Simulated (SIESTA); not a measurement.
Crystal: Si.

```
Si
1.0
     0.00000    2.72185    2.72185
     2.72185    0.00000    2.72185
     2.72185    2.72185    0.00000
Si
2
Direct
  0.50000 0.50000 0.50000
  0.75000 0.75000 0.75000
```

Base run:

| Item | Value |
| --- | --- |
| Program | SIESTA 5.4.2 |
| Functional | PBEsol |
| Potentials or basis | PseudoDojo 0.4 standard (PBEsol files) |
| Basis | DZP (energy shift 0.003 Ry) |
| Grid cutoff | 500 Ry |
| Energy shift | 0.003 Ry |
| k mesh | 8 × 8 × 8 |
| Occupations | fermi-dirac, width 0.05 eV |
| Spin | no spin polarisation |

Its results: band gap on the k mesh 0.51 eV, indirect (least direct gap 2.51 eV); pressure 0.8 GPa.

Q: The run is repeated on the same cell with these changes: functional from PBEsol to PBE; potentials or basis from PseudoDojo 0.4 standard (PBEsol files) to SG15 1.2 (PBE files) or PseudoDojo by element. What comes out?

A: Band gap on the k mesh 0.60 eV, indirect (least direct gap 2.53 eV); pressure 3.1 GPa.

Caveats: the basis of atomic orbitals isn't converged, which shifts pressures, moduli and gaps.

A k mesh can miss the band edges.
